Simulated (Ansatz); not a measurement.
# SnO: the cost of one run

Computed with Ansatz 0.2.0 (DFT PBE, scalar-relativistic, plane waves, PAW, unless a step's input says otherwise).

## Step 1: The system as given

The structure is orthorhombic, space group Cmce (No. 64). The conventional cell has a = 5.474 Å, b = 5.476 Å, c = 10.222 Å, α = 90.00°, β = 90.00°, γ = 90.00°. Around Sn (site symmetry m) lie 4 O at 2.25 to 2.26 Å. O (site symmetry 2) has 4 Sn at 2.25 to 2.26 Å as nearest neighbours.

As a file:

```
CELL_PARAMETERS angstrom
-10.94765 0.00000 0.00000
0.00000 -10.95118 0.00000
0.00000 5.47559 10.22196
ATOMIC_POSITIONS crystal
Sn 0.00000 0.30020 0.86386
Sn 0.00000 0.80020 0.86386
Sn 0.75000 0.05020 0.86386
Sn 0.75000 0.55020 0.86386
Sn 0.50000 0.80020 0.86386
Sn 0.50000 0.30020 0.86386
Sn 0.25000 0.55020 0.86386
Sn 0.25000 0.05020 0.86386
Sn 0.00000 0.19980 0.13614
Sn 0.00000 0.69980 0.13614
Sn 0.75000 0.94980 0.13614
Sn 0.75000 0.44980 0.13614
Sn 0.50000 0.69980 0.13614
Sn 0.50000 0.19980 0.13614
Sn 0.25000 0.44980 0.13614
Sn 0.25000 0.94980 0.13614
Sn 0.00000 0.06366 0.36386
Sn 0.00000 0.56366 0.36386
Sn 0.75000 0.81366 0.36386
Sn 0.75000 0.31366 0.36386
Sn 0.50000 0.56366 0.36386
Sn 0.50000 0.06366 0.36386
Sn 0.25000 0.31366 0.36386
Sn 0.25000 0.81366 0.36386
Sn 0.00000 0.43634 0.63614
Sn 0.00000 0.93634 0.63614
Sn 0.75000 0.18634 0.63614
Sn 0.75000 0.68634 0.63614
Sn 0.50000 0.93634 0.63614
Sn 0.50000 0.43634 0.63614
Sn 0.25000 0.68634 0.63614
Sn 0.25000 0.18634 0.63614
O 0.87500 0.13097 0.25000
O 0.87500 0.63097 0.25000
O 0.62500 0.88097 0.25000
O 0.62500 0.38097 0.25000
O 0.37500 0.63097 0.25000
O 0.37500 0.13097 0.25000
O 0.12500 0.38097 0.25000
O 0.12500 0.88097 0.25000
O 0.87500 0.11903 0.75000
O 0.87500 0.61903 0.75000
O 0.62500 0.86903 0.75000
O 0.62500 0.36903 0.75000
O 0.37500 0.61903 0.75000
O 0.37500 0.11903 0.75000
O 0.12500 0.36903 0.75000
O 0.12500 0.86903 0.75000
O 0.87500 0.36903 0.75000
O 0.87500 0.86903 0.75000
O 0.62500 0.11903 0.75000
O 0.62500 0.61903 0.75000
O 0.37500 0.86903 0.75000
O 0.37500 0.36903 0.75000
O 0.12500 0.61903 0.75000
O 0.12500 0.11903 0.75000
O 0.87500 0.88097 0.25000
O 0.87500 0.38097 0.25000
O 0.62500 0.63097 0.25000
O 0.62500 0.13097 0.25000
O 0.37500 0.38097 0.25000
O 0.37500 0.88097 0.25000
O 0.12500 0.13097 0.25000
O 0.12500 0.63097 0.25000
```

The runs take a perfect supercell of 64 atoms; the defect goes to fractional position (0.000, 0.300, 0.864).

## Step 2: The perfect supercell

Contents of input.yaml:

```yaml
crystal:
  lattice:
    - [-10.947648, 0.0, 0.0]
    - [0.0, -10.951184, 0.0]
    - [0.0, 5.475592, 10.22196]
  atoms:
    - { symbol: Sn, position: [0.0, 0.300202, 0.863858] }
    - { symbol: Sn, position: [0.0, 0.800202, 0.863857] }
    - { symbol: Sn, position: [0.75, 0.050202, 0.863858] }
    - { symbol: Sn, position: [0.75, 0.550202, 0.863858] }
    - { symbol: Sn, position: [0.5, 0.800202, 0.863858] }
    - { symbol: Sn, position: [0.5, 0.300202, 0.863858] }
    - { symbol: Sn, position: [0.25, 0.550202, 0.863857] }
    - { symbol: Sn, position: [0.25, 0.050202, 0.863858] }
    - { symbol: Sn, position: [0.0, 0.199797, 0.136141] }
    - { symbol: Sn, position: [0.0, 0.699798, 0.136142] }
    - { symbol: Sn, position: [0.75, 0.949798, 0.136142] }
    - { symbol: Sn, position: [0.75, 0.449798, 0.136142] }
    - { symbol: Sn, position: [0.5, 0.699798, 0.136142] }
    - { symbol: Sn, position: [0.5, 0.199798, 0.136142] }
    - { symbol: Sn, position: [0.25, 0.449797, 0.136141] }
    - { symbol: Sn, position: [0.25, 0.949798, 0.136142] }
    - { symbol: Sn, position: [0.0, 0.063656, 0.363859] }
    - { symbol: Sn, position: [0.0, 0.563656, 0.363858] }
    - { symbol: Sn, position: [0.75, 0.813656, 0.363858] }
    - { symbol: Sn, position: [0.75, 0.313656, 0.363859] }
    - { symbol: Sn, position: [0.5, 0.563656, 0.363859] }
    - { symbol: Sn, position: [0.5, 0.063656, 0.363858] }
    - { symbol: Sn, position: [0.25, 0.313656, 0.363858] }
    - { symbol: Sn, position: [0.25, 0.813656, 0.363859] }
    - { symbol: Sn, position: [0.0, 0.436344, 0.636142] }
    - { symbol: Sn, position: [0.0, 0.936344, 0.636142] }
    - { symbol: Sn, position: [0.75, 0.186344, 0.636142] }
    - { symbol: Sn, position: [0.75, 0.686344, 0.636142] }
    - { symbol: Sn, position: [0.5, 0.936344, 0.636142] }
    - { symbol: Sn, position: [0.5, 0.436344, 0.636142] }
    - { symbol: Sn, position: [0.25, 0.686344, 0.636142] }
    - { symbol: Sn, position: [0.25, 0.186344, 0.636142] }
    - { symbol: O, position: [0.875, 0.130972, 0.25] }
    - { symbol: O, position: [0.875, 0.630972, 0.25] }
    - { symbol: O, position: [0.625, 0.880972, 0.25] }
    - { symbol: O, position: [0.625, 0.380972, 0.25] }
    - { symbol: O, position: [0.375, 0.630972, 0.25] }
    - { symbol: O, position: [0.375, 0.130972, 0.25] }
    - { symbol: O, position: [0.125, 0.380972, 0.25] }
    - { symbol: O, position: [0.125, 0.880972, 0.25] }
    - { symbol: O, position: [0.875, 0.119028, 0.75] }
    - { symbol: O, position: [0.875, 0.619028, 0.75] }
    - { symbol: O, position: [0.625, 0.869028, 0.75] }
    - { symbol: O, position: [0.625, 0.369028, 0.75] }
    - { symbol: O, position: [0.375, 0.619028, 0.75] }
    - { symbol: O, position: [0.375, 0.119028, 0.75] }
    - { symbol: O, position: [0.125, 0.369028, 0.75] }
    - { symbol: O, position: [0.125, 0.869028, 0.75] }
    - { symbol: O, position: [0.875, 0.369028, 0.75] }
    - { symbol: O, position: [0.875, 0.869028, 0.75] }
    - { symbol: O, position: [0.625, 0.119028, 0.75] }
    - { symbol: O, position: [0.625, 0.619028, 0.75] }
    - { symbol: O, position: [0.375, 0.869028, 0.75] }
    - { symbol: O, position: [0.375, 0.369028, 0.75] }
    - { symbol: O, position: [0.125, 0.619028, 0.75] }
    - { symbol: O, position: [0.125, 0.119028, 0.75] }
    - { symbol: O, position: [0.875, 0.880972, 0.25] }
    - { symbol: O, position: [0.875, 0.380972, 0.25] }
    - { symbol: O, position: [0.625, 0.630972, 0.25] }
    - { symbol: O, position: [0.625, 0.130972, 0.25] }
    - { symbol: O, position: [0.375, 0.380972, 0.25] }
    - { symbol: O, position: [0.375, 0.880972, 0.25] }
    - { symbol: O, position: [0.125, 0.130972, 0.25] }
    - { symbol: O, position: [0.125, 0.630972, 0.25] }
basis:
  ecutwfc: 420
  fft_grid_basis: typed
kpoints:
  mp_grid: { grid: [1, 1, 1] }
hamiltonian:
  xc: pbe
scf:
  occupations: { method: gaussian, width: 0.05 }
output:
  forces: true
  stress: false
  eigenvalues: true
  bader: false
  write_density: true
  volumetric_format: npy
```

Started as:

```bash
$ ansatz run input.yaml --threads 8 --pin off --max-ram 16384MiB --backend cpu --events-out ev --progress --plain --runs-dir out
```

Q: Estimate wall time and peak memory on 8 threads of Intel Xeon 6975P-C (Granite Rapids), shared host.

About 3.2 s, with a peak of 1.6 GiB.
